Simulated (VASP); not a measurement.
A run of VASP 6.6.1 is set up as follows.

The input INCAR:

```
SYSTEM = Sn
ALGO     = Fast           ! electronic algorithm
EDIFF    = 1E-7           ! SCF threshold, eV
ENCUT    = 520            ! plane-wave cutoff, eV
GGA      = CA             ! functional
ISIF     = 2              ! what is computed and relaxed
ISMEAR   = 0              ! smearing method
LASPH    = .TRUE.         ! aspherical terms in the spheres
LCHARG   = .TRUE.         ! write CHGCAR
LELF     = .TRUE.         ! ELF
LREAL    = .FALSE.        ! projectors in reciprocal space
LVHAR    = .TRUE.       
LWAVE    = .FALSE.        ! write WAVECAR
NBANDS   = 13             ! bands
NELM     = 100            ! most SCF steps
PREC     = Accurate       ! precision mode
SIGMA    = 0.15           ! smearing width, eV
```

Contents of KPOINTS:

```
k-points
0
G
  18 18 18
  0 0 0
```

POSCAR

```
Sn
1.0
   -1.8946518192      1.8946518192      2.0841170011
    1.8946518192     -1.8946518192      2.0841170011
    1.8946518192      1.8946518192     -2.0841170011
Sn
1
Direct
    0.0000000000      0.0000000000      0.0000000000
```

Potentials or basis: VASP PAW LDA potentials, release 64 (Sn_d).

Command:

```console
$ cat potpaw_LDA.64/Sn_d/POTCAR > POTCAR
$ mpirun -np 1 vasp_std > vasp.out
```

(1) Estimate the band gap on the k mesh.

(2) Predict the pressure.

Results:

(1) none (metal or under the smearing width).

(2) -6.5 GPa.
